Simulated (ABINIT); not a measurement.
The system is InAs.

```xyz
2
Lattice="0.0000 3.0180 3.0180 3.0180 0.0000 3.0180 3.0180 3.0180 0.0000" Properties=species:S:1:pos:R:3 pbc="T T T"
In    0.0000    0.0000    0.0000
As    4.5270    4.5270    4.5270
```

Base run:

```yaml
Program: ABINIT 10.8.3 (patched build)
Functional: SCAN
Potentials_or_basis: JTH PAW PBE v2.0 sp
Cutoff: 490 eV
k_mesh: 8 × 8 × 8
Occupations: fermi-dirac, width 0.05 eV
Spin: no spin polarisation
```

Its results: band gap on the k mesh 0.14 eV, direct.

Problem. The run is repeated on the same cell with these changes: functional from SCAN to r2SCAN. What comes out?

Solution. Band gap on the k mesh 0.32 eV, direct.

Caveats: spin-orbit coupling is left out, which moves the levels of the heavy elements; this set keeps more shells in the core, which shifts pressures and gaps.

A k mesh can miss the band edges.

Not every run made on this cell is shown here.
